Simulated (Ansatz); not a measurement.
The system is PbSe (Clausthalite).

```
CELL_PARAMETERS angstrom
0.00000 3.06065 3.06065
3.06065 0.00000 3.06065
3.06065 3.06065 0.00000
ATOMIC_POSITIONS crystal
Pb 0.00000 0.00000 0.00000
Se 0.50000 0.50000 0.50000
```

| Property | Result |
| --- | --- |
| Program | Ansatz 0.2.0 |
| Task | relaxation of cell and atoms |
| Functional | PBE |
| Potentials or basis | Ansatz PAW |
| Cutoff | 420 eV (not typed: the program's choice for these potentials) |
| k mesh | 8 × 8 × 8 |
| Occupations | fermi-dirac, width 0.05 eV |
| Spin | no spin polarisation |

At the start: volume 28.67 Å³/atom.

Q: How do energy, volume and symmetry change on relaxing?

A: It ends after 5 steps and the volume is 30.04 Å³/atom (+4.8 %); space group Fm-3m (No. 225, to 0.05 Å).

Step by step:
```csv
step,energy change (eV),largest force (eV/Å),volume (Å³)
1,0.0000,0.0000,57.34
2,-0.0157,0.0000,61.36
3,-0.0196,0.0000,60.19
4,-0.0196,0.0000,60.09
5,-0.0199,0.0000,60.09
```

Final structure:
```yaml
crystal:
  lattice:
    - [0.00000, 3.10871, 3.10871]
    - [3.10871, 0.00000, 3.10871]
    - [3.10871, 3.10871, 0.00000]
  atoms:
    - { symbol: Pb, position: [0.00000, 0.00000, 0.00000] }
    - { symbol: Se, position: [0.50000, 0.50000, 0.50000] }
```

The cell as given is a measured one (28.67 Å³/atom); PBE puts the equilibrium volume +4.8 % from it, thermal expansion not counted.

Caveat: the plane-wave basis is chosen anew once the cell has moved, so the energies of steps on either side of that aren't comparable.
